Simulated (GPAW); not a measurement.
# Ge (P6_3/mmc) in GPAW: single point with RPBE

Aim: the single point of Ge with RPBE.

Everything below comes from runs of GPAW 26.7.0. Logs are shortened: lines on timing, memory, paths and dates and some standing lists are left out, and cuts for length are marked. The log counts tension as positive stress, the text compression.

### Step 1. The structure

The structure is hexagonal, space group P6_3/mmc (No. 194). The conventional cell has a = 3.998 Å, b = 3.998 Å, c = 6.599 Å, α = 90.00°, β = 90.00°, γ = 120.00°. Ge (site symmetry 3m) is surrounded by 4 Ge at 2.45 to 2.47 Å.

This isn't the form of Ge at room conditions, which is diamond.

### Step 2. Single point, RPBE

run.py reads:

```python
from ase.dft.bandgap import bandgap
from ase.io import read, write
from ase.units import GPa
from gpaw import GPAW, PW

atoms = read('Ge.cif')

calc = GPAW(mode=PW(450),
            xc='RPBE',
            kpts={'size': (6, 6, 4), 'gamma': True},
            occupations={'name': 'fermi-dirac', 'width': 0.05},
            nbands=18,
            maxiter=120,
            txt='gpaw.txt')
atoms.calc = calc
energy = atoms.get_potential_energy()
forces = atoms.get_forces()
stress = atoms.get_stress()
calc.write('gs.gpw')
write('result.traj', atoms)
print(f'Energy: {energy:.6f} eV')
print('Forces (eV/A):')
print(forces.round(4))
print('Stress (GPa):', (stress / GPa).round(3))
print('Fermi level:', round(calc.get_fermi_level(), 4), 'eV')
print(f'Gap: {bandgap(calc)[0]:.4f} eV, direct: {bandgap(calc, direct=True)[0]:.4f} eV')
```

Ge.cif reads:

```cif
data_Ge
_cell_length_a 3.99758584
_cell_length_b 3.99758584
_cell_length_c 6.59937795
_cell_angle_alpha 90.00000000
_cell_angle_beta 90.00000000
_cell_angle_gamma 120.00000000
_space_group_name_H-M_alt 'P6_3/mmc'
_space_group_name_Hall '-P 6c 2c'
_space_group_IT_number 194
loop_
_space_group_symop_operation_xyz
'x,y,z'
'-x,-y,-z'
'x-y,x,z+1/2'
'-x+y,-x,-z+1/2'
'-y,x-y,z'
'y,-x+y,-z'
'-x,-y,z+1/2'
'x,y,-z+1/2'
'-x+y,-x,z'
'x-y,x,-z'
'y,-x+y,z+1/2'
'-y,x-y,-z+1/2'
'-y,-x,-z+1/2'
'y,x,z+1/2'
'-x,-x+y,-z'
'x,x-y,z'
'-x+y,y,-z+1/2'
'x-y,-y,z+1/2'
'y,x,-z'
'-y,-x,z'
'x,x-y,-z+1/2'
'-x,-x+y,z+1/2'
'x-y,-y,-z'
'-x+y,y,z'
loop_
_atom_site_label
_atom_site_type_symbol
_atom_site_symmetry_multiplicity
_atom_site_Wyckoff_symbol
_atom_site_fract_x
_atom_site_fract_y
_atom_site_fract_z
_atom_site_occupancy
Ge1 Ge 4 f 0.3333333333 0.6666666667 0.9370987500 1
```

Potentials or basis: the program's PAW data sets (release 1.2.1) made for this functional, pw.

On the command line:

```bash
$ OMP_NUM_THREADS=1 python run.py
```

gpaw.txt:

```text
__  _  _
 | _ |_)|_||  |
 |__||  | ||/\| - 26.7.0

Input parameters:
  mode=PW(ecut=450.00000000000006),
  kpts=MonkhorstPack(size=(6, 6, 4), gamma=True),
  maxiter=120,
  nbands=18,
  occupations=Occupations(name='fermi-dirac', width=0.05),
  xc=XC(name='RPBE')

Diagonalizing LCAO Hamiltonian
Converting LCAO to pw mode

        Ge

        Ge
            Ge

            Ge

Atoms  # Å, Bohr magnetons
|   | symbol |         x |        y |        z |    initial magnetic moments |
|---|--------|-----------|----------|----------|-----------------------------|
| 0 |     Ge | -0.000000 | 2.308007 | 6.184269 | ( 0.0000,  0.0000,  0.0000) |
| 1 |     Ge |  1.998793 | 1.154004 | 0.415109 | ( 0.0000,  0.0000,  0.0000) |
| 2 |     Ge |  1.998793 | 1.154004 | 2.884580 | ( 0.0000,  0.0000,  0.0000) |
| 3 |     Ge |  0.000000 | 2.308007 | 3.714798 | ( 0.0000,  0.0000,  0.0000) |

Unit cell  # Å
| periodic |         x |        y |        z |  lengths |     angles |
|----------|-----------|----------|----------|----------|------------|
|      yes |  3.997586 | 0.000000 | 0.000000 | 3.997586 |  90.000000 |
|      yes | -1.998793 | 3.462011 | 0.000000 | 3.997586 |  90.000000 |
|      yes |  0.000000 | 0.000000 | 6.599378 | 6.599378 | 120.000000 |

Number of symmetries: 12
Symmetry operations  # r_c * U_cc + t_c -> r_c
|    | kind |            matrix            |
|----|------|------------------------------|
|  0 |  σ   |  1, 1, 0,  0,-1, 0,  0, 0, 1 |
|  1 |  S6  |  1, 1, 0, -1, 0, 0,  0, 0,-1 |
|  2 |  E   |  1, 0, 0,  0, 1, 0,  0, 0, 1 |
|  3 |  C2  |  1, 0, 0, -1,-1, 0,  0, 0,-1 |
|  4 |  C2  |  0, 1, 0,  1, 0, 0,  0, 0,-1 |
|  5 |  C3  |  0, 1, 0, -1,-1, 0,  0, 0, 1 |
|  6 |  S6  |  0,-1, 0,  1, 1, 0,  0, 0,-1 |
|  7 |  σ   |  0,-1, 0, -1, 0, 0,  0, 0, 1 |
|  8 |  σ   | -1, 0, 0,  1, 1, 0,  0, 0, 1 |
|  9 |  i   | -1, 0, 0,  0,-1, 0,  0, 0,-1 |
| 10 |  C3  | -1,-1, 0,  1, 0, 0,  0, 0, 1 |
| 11 |  C2  | -1,-1, 0,  0, 1, 0,  0, 0,-1 |

BZ-sampling:
  Number of BZ points: 144
  Number of IBZ points: 24

  Monkhorst-Pack size: [6, 6, 4]
  Monkhorst-Pack shift: [0.08333333333333333, 0.08333333333333333, 0.125]

K-points  # in reciprocal-cell coordinates
|     |                                coordinates |     weight |
|-----|--------------------------------------------|------------|
|   0 | (  0.00000000,   0.00000000,   0.00000000) | 0.00694444 |
|   1 | (  0.00000000,   0.00000000,   0.25000000) | 0.01388889 |
|   2 | (  0.00000000,   0.00000000,   0.50000000) | 0.00694444 |
|   3 | (  0.16666667,   0.00000000,  -0.25000000) | 0.04166667 |
|   4 | (  0.16666667,   0.00000000,   0.00000000) | 0.04166667 |
|   5 | (  0.16666667,   0.00000000,   0.25000000) | 0.04166667 |
|   6 | (  0.16666667,   0.00000000,   0.50000000) | 0.04166667 |
|   7 | (  0.33333333,  -0.16666667,   0.00000000) | 0.04166667 |
|   8 | (  0.33333333,  -0.16666667,   0.25000000) | 0.08333333 |
|   9 | (  0.33333333,  -0.16666667,   0.50000000) | 0.04166667 |
| ... |                                            |            |
|  23 | (  0.50000000,   0.50000000,   0.50000000) | 0.02083333 |

Plane wave coefficients: 2004
Cutoff: 450.00000000000006 eV

Spin-components: 1 (collinear spins)
Bands:           18
Projectors:      20
Spin-degeneracy: 2
Datatype:        complex128

Parallelization:
  kpt:    1
  domain: 1
  band:   1

Density:
  Valence electrons: 16.0
  Components: 1
  Grid points: [20 20 35]
  Charge: 0.0  # |e|

Potential:
  Grid points: [20 20 35]

species:
  Ge:
    name:    Germanium
    Z:       32.0
    valence: 4
    core:    28
    charge:  0.0  # [|e|]
    compensation charges:
      type: gauss
      rc: 0.32  # [Å]
      lmax: 2
    cutoffs:
      filter: 1.77  # [Å]
      core: 3.42  # [Å]
    projectors
    | kind |    occ | energy [eV] | rcut [Å] |
    |------|--------|-------------|----------|
    |   4s |  2.000 |     -11.662 |    1.005 |
    |   4p |  2.000 |      -3.859 |    1.005 |
    |    s |        |      15.549 |    1.005 |
    |    p |        |      23.352 |    1.005 |
    |    d |        |       0.000 |    1.005 |

    Using partial waves for Ge as LCAO basis

Reference energy: -228414.837354  # eV

eigensolver:
  PPCG
  Converge bands: occupied
  niter=2

density mixing:
  MSR1-Mixer
  Pratt-step length: 0.05
  Maximum mixing coefficient: 0.75
  Old densities: 10
  SVD Regularization: 0.005
  Good broyden scale: 1.0
  Trust region scale: 1.0
  Backstep threshold: 4.0
  History deletion threshold: 6.0
  Fourier metric: weight=20.0, sigma=0.015

occupation numbers:
  Fermi-Dirac:
    width: 0.0500  # eV

poisson solver:
  ecut: 3600.0000000000005  # eV

xc functional:
  name: RPBE with 2 nearest neighbor stencil

convergence criteria:
- Maximum [total energy] change in last 3 cyles: 0.0005 eV / valence electron
- Maximum integral of absolute [dens]ity change: 0.0001 electrons / valence electron
- Maximum integral of absolute [eigenst]ate change: 4e-08 eV^2 / valence electron
maximum number of iterations: 120

SCF iterations
|iter     | |      energy | eigst |  dens |
|---------|-|-------------|-------|-------|
|iter:   1| |  -16.513674 | -0.47 |       |
|iter:   2| |  -16.515401 | -2.71 | -0.91 |
|iter:   3| |  -16.507701c| -2.64 | -0.93 |
|iter:   4| |  -16.513124c| -3.44 | -1.51 |
|iter:   5| |  -16.513641c| -4.92 | -2.42 |
|iter:   6| |  -16.513690c| -6.21 | -2.99 |
|iter:   7| |  -16.513691c| -7.47c| -3.73 |
|iter:   8| |  -16.513691c| -7.79c| -4.68c|

Converged in 8 steps
Energy contributions relative to reference atoms: (reference = -228414.837354)

Energy contributions:
  Kinetic:          50.341345
  Coulomb:         -44.665708
  Zero:              0.006559
  External:          0.000000
  Xc:              -22.194841
  Entropy:          -0.002094
  Spinorbit:         0.000000
  ----------------------------
  Free energy:     -16.514738
  Extrapolated:    -16.513691

dipole moment: (0.000247, 0.000428, 0.000816)  # |e|*Ang

Fermi level: 6.148
Eigenvalues  # (at kpt = [0.000, 0.000, 0.000])
| band index |      eig [eV] | occ [0-2] |
|------------|---------------|-----------|
|          0 |        -6.677 |     2.000 |
|          1 |        -4.655 |     2.000 |
|          2 |        -1.516 |     2.000 |
|          3 |         4.569 |     2.000 |
|          4 |         4.569 |     2.000 |
|          5 |         5.894 |     1.988 |
|          6 |         6.066 |     1.676 |
|          7 |         6.173 |     0.759 |
|          8 |         6.173 |     0.759 |
|          9 |         6.206 |     0.476 |
|         10 |         8.329 |     0.000 |
|         11 |         8.329 |     0.000 |
|         12 |         8.824 |     0.000 |
|         13 |        10.614 |     0.000 |
|         14 |        10.614 |     0.000 |
|        ... |               |           |
|         17 |        13.373 |     0.000 |

No gap
No difference between direct/indirect transitions

Forces  # eV/Ang
|        x |        y |        z |
|----------|----------|----------|
| -0.00000 | -0.00000 | -0.01380 |  # Ge   0
|  0.00000 |  0.00000 |  0.01380 |  # Ge   1
|  0.00000 |  0.00000 | -0.01380 |  # Ge   2
| -0.00000 | -0.00000 |  0.01380 |  # Ge   3

Stress tensor  # eV/Ang^3
|         x |         y |         z |
|-----------|-----------|-----------|
| -0.032622 |  0.000000 |  0.000000 |
|  0.000000 | -0.032622 |  0.000000 |
|  0.000000 |  0.000000 | -0.028450 |

# Writing to gs.gpw (mode='')
```

Run time: 10 s. Hardware: 1 thread of Arm Neoverse V2, shared host; peak memory 0.16 GiB.

Results:

- Free energy: -16.5147 eV
- Pressure: 5.0 GPa
- Largest force: 0.014 eV/Å
- Band gap on the k mesh: none (metal or under the smearing width)

Forces in eV/Å, atoms in the order of the input:
```
Ge   0.000  0.000 -0.014
Ge   0.000  0.000  0.014
Ge   0.000  0.000 -0.014
Ge   0.000  0.000  0.014
```

Stress tensor (GPa, compression positive):
```
5.23 0.00 0.00
0.00 5.23 0.00
0.00 0.00 4.56
```

Caveat: the cutoff is short for stress and forces, so pressures can be off by a GPa or more.
